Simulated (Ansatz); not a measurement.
# CoSi2: the cost of one run

Computed with Ansatz 0.2.0 (DFT PBE, scalar-relativistic, unless a step's input says otherwise).

## (1) The structure to begin with

Symmetry: Fm-3m, No. 225, cubic system. Conventional cell: a = 5.365 Å, b = 5.365 Å, c = 5.365 Å, α = 90.00°, β = 90.00°, γ = 90.00°. Co (site symmetry m-3m) is surrounded by 8 Si at 2.32 Å. Si (site symmetry -43m) is surrounded by 4 Co at 2.32 Å.

Structure file:

```cif
data_structure
_symmetry_space_group_name_H-M 'P 1'
_symmetry_Int_Tables_number 1
_cell_length_a 3.7936
_cell_length_b 3.7936
_cell_length_c 3.7936
_cell_angle_alpha 60.000
_cell_angle_beta 60.000
_cell_angle_gamma 60.000
_cell_volume 38.61
loop_
_atom_site_label
_atom_site_type_symbol
_atom_site_fract_x
_atom_site_fract_y
_atom_site_fract_z
_atom_site_occupancy
Co1 Co 0.00000 0.00000 0.00000 1
Si1 Si 0.25000 0.25000 0.25000 1
Si2 Si 0.75000 0.75000 0.75000 1
```

Atoms are numbered in the order of the input: Co1, Si2, Si3.

## (2) After the deformation

Space group Fm-3m before, I4/mmm after.

## (3) LAPW, all electrons

Contents of input.yaml:

```yaml
crystal:
  lattice:
    - [0.0, 2.602025, 2.6825]
    - [2.602025, 0.0, 2.6825]
    - [2.602025, 2.602025, 0.0]
  atoms:
    - { symbol: Co, position: [0.0, 0.0, 0.0], spin: 2.0 }
    - { symbol: Si, position: [0.25, 0.25, 0.25] }
    - { symbol: Si, position: [0.75, 0.75, 0.75] }
magnetization:
  spin_polarized: true
kpoints:
  mp_grid: { grid: [11, 11, 11] }
  band_path:
    path:
      - [0.0, 0.0, 0.0]
      - [0.0, 0.5, 0.5]
      - [0.25, 0.75, 0.5]
      - [0.0, 0.5, 0.0]
      - [0.0, 0.0, 0.0]
      - [0.5, 0.5, 0.0]
      - [0.3676125, 0.6323875, 0.0]
      - [-0.3676125, 0.3676125, 0.0]
      - [0.0, 0.0, 0.0]
    npoints: 5
scf:
  occupations: { method: fermi_dirac, width: 0.05 }
hamiltonian:
  xc: pbe
  pseudopotentials: { kind: all_electron, lapw: { basis_error: 0.001 } }
output:
  forces: true
  stress: true
  eigenvalues: true
```

The run is started by

```console
ansatz run input.yaml --threads 1 --pin off --max-ram 4096MiB --backend cpu --events-out ev --progress --plain --runs-dir out
```

**Question.** How long does this run take on 1 thread of Intel Xeon Platinum 8488C (Sapphire Rapids), shared host, and how much memory does it need?

About 82 s, with a peak of 0.91 GiB.
